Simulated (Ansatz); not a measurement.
## KCl: one input, then a changed one

The cell is a measured one (Crystallography Open Database entry 9003114); the temperature and pressure of the measurement aren't taken into account, and nothing was relaxed.

First run: DFT, PBE, PAW with Ansatz's default frozen-core files, scalar-relativistic (Ansatz 0.2.0).

Command: `ansatz run input.yaml --threads 1 --pin off --max-ram 2048MiB --backend cpu --events-out ev --progress --plain --runs-dir out` The run took 14 s on 1 thread of Intel(R) Xeon(R) Platinum 8488C (Sapphire Rapids), on a shared host, peak memory 0.38 GiB.

```yaml
crystal:
  lattice:
    - [0.0, 3.1561, 3.1561]
    - [3.1561, 0.0, 3.1561]
    - [3.1561, 3.1561, 0.0]
  atoms:
    - { symbol: K, position: [0.0, 0.0, 0.0] }
    - { symbol: Cl, position: [0.5, 0.5, 0.5] }
kpoints:
  mp_grid: { grid: [7, 7, 7] }
  band_path:
    path:
      - [0.0, 0.0, 0.0]
      - [0.5, 0.0, 0.5]
      - [0.625, 0.25, 0.625]
      - [0.375, 0.375, 0.75]
      - [0.0, 0.0, 0.0]
      - [0.5, 0.5, 0.5]
      - [0.5, 0.25, 0.75]
      - [0.5, 0.0, 0.5]
    npoints: 14
scf:
  occupations: { method: fermi_dirac, width: 0.03 }
hamiltonian:
  xc: pbe
  pseudopotentials: { kind: paw }
output:
  forces: true
  stress: true
  eigenvalues: true
  efg: { contact_densities: true }
  populations: true
  bader: true
  dos: { projected: true, de: 0.2, e_range: [-14, 8] }
  write_density: true
  write_potential: true
  elf: true
  volumetric_format: npy
```

Result: converged; pressure 0.58 GPa; gap on the k mesh 5.16 eV (the mesh can miss the band edges); 6 SCF iterations.

The input is then changed:

```diff
@@ -31,9 +31,5 @@
   efg: { contact_densities: true }
   populations: true
-  bader: true
-  dos: { projected: true, de: 0.2, e_range: [-14, 8] }
-  write_density: true
-  write_potential: true
-  elf: true
-  volumetric_format: npy
+basis:
+  ecutwfc: "40.4 Ry"
```

Question: What does the second run give?

Answer: It converged; energy at zero smearing -0.1 meV/atom from the first run; pressure 0.58 GPa; gap on the k mesh 5.16 eV (the mesh can miss the band edges); 6 SCF iterations.
